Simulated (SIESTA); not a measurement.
## GaN under changes of volume

One of the cells (11.564 Å³/atom); the others are scaled copies at fixed shape and fractional positions:

```
CELL_PARAMETERS angstrom
3.21154 0.00000 0.00000
-1.60577 2.78127 0.00000
0.00000 0.00000 10.35684
ATOMIC_POSITIONS crystal
Ga 0.00000 0.00000 0.78587
Ga 0.66667 0.33333 0.03735
Ga 0.33333 0.66667 0.53735
Ga 0.00000 0.00000 0.28587
N 0.00000 0.00000 0.09304
N 0.66667 0.33333 0.34375
N 0.00000 0.00000 0.59304
N 0.33333 0.66667 0.84374
```

The cell is a database's computed one.

- Program: SIESTA 5.4.2
- Functional: LDA
- Potentials or basis: PseudoDojo 0.4 standard (LDA files)
- Basis: DZP (energy shift 0.003 Ry; two zetas on semicore shells)
- Grid cutoff: 800 Ry
- Energy shift: 0.003 Ry
- k mesh: 8 × 8 × 2
- Occupations: fermi-dirac, width 0.05 eV
- Spin: no spin polarisation

```csv
volume (Å³/atom),energy over the lowest point (meV/atom),pressure (GPa),gap on the mesh (eV),largest force (eV/Å)
10.870,0.43,2.5,1.35,0.685
11.101,0.00,-1.8,1.18,0.531
11.332,5.33,-5.6,1.02,0.391
11.564,15.80,-8.9,0.87,0.260
11.795,?,?,?,?
12.026,49.85,-14.5,0.57,0.227
12.257,72.48,-16.8,0.44,0.273
```

Question: What does the run at 11.795 Å³/atom give?

Answer: Energy over the lowest point 30.82 meV/atom; pressure -11.9 GPa; gap on the mesh 0.72 eV; largest force 0.211 eV/Å.

Worked out: A Birch-Murnaghan fit of order 3 (a polynomial in V^(-2/3)) to the other rows has its minimum at 11.00 Å³/atom with B0 = V·E''(V) = 199 GPa and B' = 4.6 at fixed shape and positions, which overstates the stiffness. It gives 30.81 meV/atom at 11.795 Å³/atom, against the run's 30.82, and -dE/dV = -11.9 GPa, against -11.9. A straight line through the other rows of the gap, of slope -7.58 eV per unit of ln V (its deformation potential), gives 0.72 eV, against the run's 0.72.

Energies are extrapolated to zero smearing.

Caveats: the basis of atomic orbitals isn't converged, which shifts pressures, moduli and gaps.

A mesh can miss the band edges. Spin-orbit coupling on Ga is left out.
